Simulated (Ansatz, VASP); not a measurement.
Two plane-wave programs on CdTe

```
Cd Te
1.0
     0.00000    3.23545    3.23545
     3.23545    0.00000    3.23545
     3.23545    3.23545    0.00000
Cd Te
1 1
Direct
  0.00000 0.00000 0.00000
  0.25000 0.25000 0.25000
```

Alike in both runs: task single point; functional r2SCAN; k mesh 7 × 7 × 7; occupations gaussian, width 0.1085 eV; no spin polarisation.

|  | VASP | Ansatz |
| --- | --- | --- |
| version | VASP 6.6.1 | Ansatz 0.2.0 |
| potentials or method | VASP PAW PBE potentials, release 64 (Cd, Te) | PAW plane waves |
| plane-wave cutoff (eV) | 520 | 500 |
| valence electrons in the cell | 18 | 36 |

|  | VASP | Ansatz | Ansatz less VASP |
| --- | --- | --- | --- |
| gap on the k mesh at the Fermi level (eV) | 1.29 | 1.29 | +0.006 |
| pressure (GPa) | 1.9 | 1.8 | -0.13 |

The two sets of potentials don't hold the same shells in valence.

Caveats: the PAW data sets were made with another functional, which shifts forces and pressure a little (VASP); spin-orbit coupling is left out, which moves the levels of the heavy elements. r2SCAN opens gaps a little over a GGA but as a rule still falls short of measured ones.
